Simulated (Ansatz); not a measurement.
**RbBr: how the free axis answers a strain**

RbBr, Pm-3m, a = 4.126 Å. This isn't the usual stable structure of the compound. Ansatz: r2SCAN, PAW, 500 eV, Γ-centred 6×6×6 mesh on 2 atoms, Gaussian smearing 0.02 eV; no spin polarisation. Series: uniaxial strain along c, with a, b and atoms relaxed; x is the strain in per cent. y is the change of a in per cent of 4.126 Å.

| x (%) | y (%) |
| --- | --- |
| -4.5 | ? |
| -3.0 | 0.55 |
| -1.5 | 0.30 |
| 0.0 | 0.00 |
| 1.5 | -0.17 |
| 3.0 | -0.39 |
| 4.5 | -0.59 |

Fit y = c1 x + c2 x² to the other rows, say what c1 measures, and predict the missing y.

Least squares on the rows shown. y = −0.1608 x + 0.007625 x². So −c1 = 0.161 is Poisson's ratio for this pair of axes. With a term in x³ added, the coefficient of x becomes -0.1476, 8 % less, which shows how far this figure hangs on the form. At x = -4.5 the fit asked for gives 0.88 %. The run gave 0.81 %, so the fit is 0.07 % too high, 5 % of the span of the series, against an rms of 0.03 % on the fitted rows. The row lies outside the fitted range. With a term in x³ added, a fit to the same known rows predicts 0.98 %, further off still.